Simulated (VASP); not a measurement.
Write the native input for VASP 6.6.1 that does the following.

```
Task                   : single point
Functional             : RPBE
Potentials or basis    : VASP PAW PBE potentials, release 64 (Pd)
Cutoff                 : 520 eV
k mesh                 : 16 × 16 × 16
Occupations            : fermi-dirac, width 0.1 eV
Spin                   : no spin polarisation
Dipole correction      : no
Further INCAR settings : ALGO = Normal; EDIFF = 1e-06; NBANDS = 11
```

The structure of Pd lies in POSCAR:

```
Pd
1.0
   -1.5418961290      1.5418961290      1.5418961290
    1.5418961290     -1.5418961290      1.5418961290
    1.5418961290      1.5418961290     -1.5418961290
Pd
1
Direct
    0.0000000000      0.0000000000      0.0000000000
```

This isn't the form of Pd at room conditions, which is fcc.

The input as run:

INCAR

```
PREC = Accurate ; ENCUT = 520
EDIFF = 1E-6 ; ISMEAR = -1
SIGMA = 0.1 ; LREAL = False
LASPH = True ; NELM = 100
ALGO = Normal ; ISIF = 2
LWAVE = False ; LCHARG = False
GGA = RP ; NBANDS = 11
```

KPOINTS

```
regular mesh
0
Gamma
  16 16 16
```

Potentials or basis: VASP PAW PBE potentials, release 64 (Pd).

Run with:

```console
$ cat potpaw_PBE.64/Pd/POTCAR > POTCAR
$ mpirun -np 1 vasp_std > vasp.out
```

Results of the run:

- Pressure: 14.6 GPa
- Band gap on the k mesh: none (metal or under the smearing width)

Caveat: the PAW data sets were made with another functional, which shifts forces and pressure a little.

Wall time 8.2 s on 1 thread of Intel(R) Xeon(R) 6975P-C (Granite Rapids) (shared host), peak memory 0.14 GiB.
